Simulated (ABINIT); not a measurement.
GaP:

```
Ga P
1.0
     0.00000    2.72525    2.72525
     2.72525    0.00000    2.72525
     2.72525    2.72525    0.00000
Ga P
1 1
Direct
  0.00000 0.00000 0.00000
  0.75000 0.75000 0.75000
```

| Item | Value |
| --- | --- |
| Program | ABINIT 10.8.3 (patched build) |
| Task | single point |
| Functional | PBE |
| Potentials or basis | JTH PAW PBE v2.0 |
| Cutoff | 544 eV |
| k mesh | 8 × 8 × 8 |
| Occupations | fermi-dirac, width 0.05 eV |
| Spin | no spin polarisation |

On this cell: pressure 2.6 GPa; largest force zero by symmetry; band gap on the k mesh 1.64 eV, indirect (least direct gap 1.82 eV).

The same run follows on a disturbed copy (atoms moved at random, drawn with an rms of 0.05 Å):

```xyz
2
Lattice="0.0000 2.7252 2.7252 2.7252 0.0000 2.7252 2.7252 2.7252 0.0000" Properties=species:S:1:pos:R:3 pbc="T T T"
Ga    0.0046    0.0437   -0.0466
P     4.0877    4.0891    4.0736
```

Q: What does the disturbed cell give?

A: The energy moves by +7.4 meV/atom; pressure 2.7 GPa; largest force 0.556 eV/Å; band gap on the k mesh 1.45 eV, indirect (least direct gap 1.68 eV).

Forces in eV/Å, atoms in the order of the input:
```
Ga  -0.091 -0.435  0.334
P    0.091  0.435 -0.334
```

Stress tensor (GPa, compression positive):
```
 2.70  1.04 -1.35
 1.04  2.62 -0.27
-1.35 -0.27  2.65
```

A k mesh can miss the band edges.
